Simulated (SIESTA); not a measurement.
**AlPt under changes of volume**

One of the cells (14.774 Å³/atom); the others are scaled copies at fixed shape and fractional positions:

```xyz
2
Lattice="3.0915 0.0000 0.0000 0.0000 3.0915 0.0000 0.0000 0.0000 3.0915" Properties=species:S:1:pos:R:3 pbc="T T T"
Pt    1.5458    1.5458    1.5458
Al    0.0000    0.0000    0.0000
```

Measurements of this composition are mostly on another form, of space group No. 198.

| Item | Value |
| --- | --- |
| Program | SIESTA 5.4.2 |
| Functional | PBEsol |
| Potentials or basis | PseudoDojo 0.4 standard (PBEsol files) |
| Basis | DZP (energy shift 0.003 Ry; two zetas on semicore shells) |
| Grid cutoff | 800 Ry |
| Energy shift | 0.003 Ry |
| k mesh | 9 × 9 × 9 |
| Occupations | fermi-dirac, width 0.05 eV |
| Spin | no spin polarisation |

```tsv
volume (Å³/atom)	energy over the lowest point (meV/atom)	pressure (GPa)
13.888	8.87	7.0
14.183	0.30	2.4
14.478	0.00	-1.9
14.774	?	?
15.069	21.06	-9.1
15.365	40.68	-12.0
15.660	65.41	-14.7
```

Q: What does the run at 14.774 Å³/atom give?

A: Energy over the lowest point 7.24 meV/atom; pressure -5.8 GPa.

Worked out: A Birch-Murnaghan fit of order 3 (a polynomial in V^(-2/3)) to the other rows has its minimum at 14.34 Å³/atom with B0 = V·E''(V) = 207 GPa and B' = 5.0. It gives 7.26 meV/atom at 14.774 Å³/atom, against the run's 7.24, and -dE/dV = -5.8 GPa, against -5.8.

Energies are extrapolated to zero smearing.

Caveats: short orbitals over semicore shells can move pressures by several GPa; the basis of atomic orbitals isn't converged, which shifts pressures, moduli and gaps.
